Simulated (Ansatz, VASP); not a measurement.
# AlGaN2 in VASP and in Ansatz

```
Al Ga N
1.0
     3.07008    0.00000    0.00000
     0.00000    3.07008    0.00000
     0.00000    0.00000    4.31787
Al Ga N
1 1 2
Cartesian
  1.5350 1.5350 2.1589
  0.0000 0.0000 0.0000
  1.5350 0.0000 3.1949
  0.0000 1.5350 1.1229
```

Alike in both runs: functional LDA; k mesh 8 × 8 × 6; occupations gaussian, width 0.02 eV; no spin polarisation.

Ansatz relaxed the structure, and its values are those at the end. VASP's run is a single point on that final structure, the one shown.

|  | VASP | Ansatz |
| --- | --- | --- |
| version | VASP 6.6.1 | Ansatz 0.2.0 |
| potentials or method | VASP PAW LDA potentials, release 64 (Al, Ga_d, N) | scalar-relativistic, plane waves, PAW |
| plane-wave cutoff (eV) | 520 | 420 |
| valence electrons in the cell | 26 | 26 |

|  | VASP | Ansatz | Ansatz less VASP |
| --- | --- | --- | --- |
| gap on the k mesh at the Fermi level (eV) | 3.26 | 3.28 | +0.019 |
| least direct gap on the mesh (eV) | 3.40 | 3.39 | -0.011 |
| pressure (GPa) | 11.1 | 10.1 | -1.07 |
| rms of the force components (eV/Å) | 0.015 | 0.003 | -0.0123 |

A k mesh can miss the band edges. As with any semilocal functional, this LDA gap is likely too small.
